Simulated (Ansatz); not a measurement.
Write the native input for Ansatz 0.2.0 that does the following.

| Property | Result |
| --- | --- |
| Task | single point |
| Functional | HSE06 form with a typed share of exact exchange |
| Potentials or basis | Ansatz PAW |
| Cutoff | 420 eV (not typed: the program's choice for these potentials) |
| k mesh | 6 × 6 × 6 |
| Occupations | fermi-dirac, width 0.05 eV |
| Spin | no spin polarisation |
| Screening (1/Å) | 0.2 |
| Share of exact exchange | 0.15 |

The system is Si2W.

```
W Si
1.0
    -1.60690    1.60690    3.91495
     1.60690   -1.60690    3.91495
     1.60690    1.60690   -3.91495
W Si
1 2
Cartesian
  0.0000 0.0000 0.0000
  0.0000 0.0000 5.2092
  0.0000 0.0000 2.6207
```

These files were run (other wordings do the same):

input.yaml

```yaml
crystal:
  lattice:
    - [-1.6069, 1.6069, 3.91495]
    - [1.6069, -1.6069, 3.91495]
    - [1.6069, 1.6069, -3.91495]
  atoms:
    - { symbol: W, position: [0.0, 0.0, 0.0] }
    - { symbol: Si, position: [0.6653, 0.6653, 0.0] }
    - { symbol: Si, position: [0.3347, 0.3347, 0.0] }
hamiltonian:
  xc: { exchange: pbe, correlation: pbe, exx: { coeff: 0.15, omega: 0.2 } }
  pseudopotentials: { kind: paw }
kpoints:
  mp_grid: { grid: [6, 6, 6] }
scf:
  occupations: { method: fermi_dirac, width: 0.05 }
output:
  forces: true
  stress: true
  eigenvalues: true
```

Potentials or basis: Ansatz PAW.

Command:

```console
$ ansatz run input.yaml --threads 2 --pin off --max-ram 5632MiB --backend cpu --events-out ev --progress --plain --runs-dir out
```

It gave:

The pressure is -0.2 GPa. The largest force is 0.010 eV/Å and the band gap on the k mesh is none (metal or under the smearing width).

Caveat: the k mesh is coarse (spacing up to 0.46 Å⁻¹), so the values aren't converged, least of all with exact exchange; the PAW data sets come from PBE, with cores solved anew for the run's functional, which leaves a small shift of forces and pressure; the thresholds are loose for stress.

It took 21 s on 2 threads of Arm Neoverse V2, on a shared host, peak memory 1.4 GiB.
